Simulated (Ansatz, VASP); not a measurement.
# One calculation of SiC (Moissanite 3C), two programs

File POSCAR:

```
SiC
1.0
    0.0000000000      2.1790000000      2.1790000000
    2.1790000000      0.0000000000      2.1790000000
    2.1790000000      2.1790000000      0.0000000000
Si C
1 1
Direct
    0.0000000000      0.0000000000      0.0000000000
    0.7500000000      0.7500000000      0.7500000000
```

File INCAR.step1:

```
SYSTEM = SiC
PREC = Accurate
ENCUT = 600
EDIFF = 1E-5
ISMEAR = -1
SIGMA = 0.05
LREAL = .FALSE.
LASPH = .TRUE.
NELM = 80
ALGO = Normal
LWAVE = .TRUE.
LCHARG = .FALSE.
GGA = PE
```

The input INCAR.step2:

```
SYSTEM = SiC
PREC = Accurate
ENCUT = 600
EDIFF = 1E-6
ISMEAR = -1
SIGMA = 0.05
LREAL = .FALSE.
LASPH = .TRUE.
NELM = 80
ALGO = Normal
ISIF = 3
LWAVE = .FALSE.
LCHARG = .FALSE.
GGA = PS
LHFCALC = .TRUE.
AEXX = 0.25
PRECFOCK = Fast
IBRION = 2
NSW = 40
EDIFFG = -0.02
ISTART = 1
```

File KPOINTS:

```
regular mesh
0
G
  5 5 5
  0 0 0
```

Contents of input.yaml:

```yaml
crystal:
  lattice:
    - [0.0, 2.179, 2.179]
    - [2.179, 0.0, 2.179]
    - [2.179, 2.179, 0.0]
  atoms:
    - { symbol: Si, position: [0.0, 0.0, 0.0] }
    - { symbol: C, position: [0.75, 0.75, 0.75] }
hamiltonian:
  xc: { exchange: pbesol, correlation: pbesol, exx: { coeff: 0.25 } }
  pseudopotentials: { kind: paw }
kpoints:
  mp_grid: { grid: [5, 5, 5] }
scf:
  occupations: { method: fermi_dirac, width: 0.05 }
output:
  forces: true
  stress: true
relax:
  f_tol: 0.01
  max_steps: 40
  cell: { stress_tol: 0.05 }
```

Alike in both runs: task relaxation of cell and atoms; functional PBEsol0; k mesh 5 × 5 × 5; occupations fermi-dirac, width 0.05 eV; no spin polarisation.

```csv
,VASP,Ansatz
version,VASP 6.6.1,Ansatz 0.2.0
potentials or method,"VASP PAW PBE potentials, release 64 (Si, C)",Ansatz PAW
plane-wave cutoff (eV),600,420
valence electrons in the cell,8,8
```

```csv
,VASP,Ansatz,Ansatz less VASP
"gap on the k mesh at the Fermi level, each at its own relaxed structure (eV)",3.42,3.39,-0.033
relaxed volume (Å³/atom),10.17,10.18,+0.011
relaxed cell length with the largest relative difference (Å),3.064,3.065,+0.0011
energy change over the relaxation (meV/atom),-2,-2,+0.3
```

Caveats: the k mesh is coarse (spacing up to 0.50 Å⁻¹), so the values aren't converged, least of all with exact exchange; the PAW data sets were made with another functional, which shifts forces and pressure a little (VASP); an odd mesh through Γ misses points on the zone boundary, where band edges often lie (VASP); odd divisions of the mesh miss points on the zone boundary, where band edges often lie, so the gap on the mesh can be too wide (Ansatz); the plane-wave basis is chosen anew once the cell has moved, so the energies of steps on either side of that aren't comparable (Ansatz); the PAW data sets come from PBE, with cores solved anew for the run's functional, which leaves a small shift of forces and pressure (Ansatz).
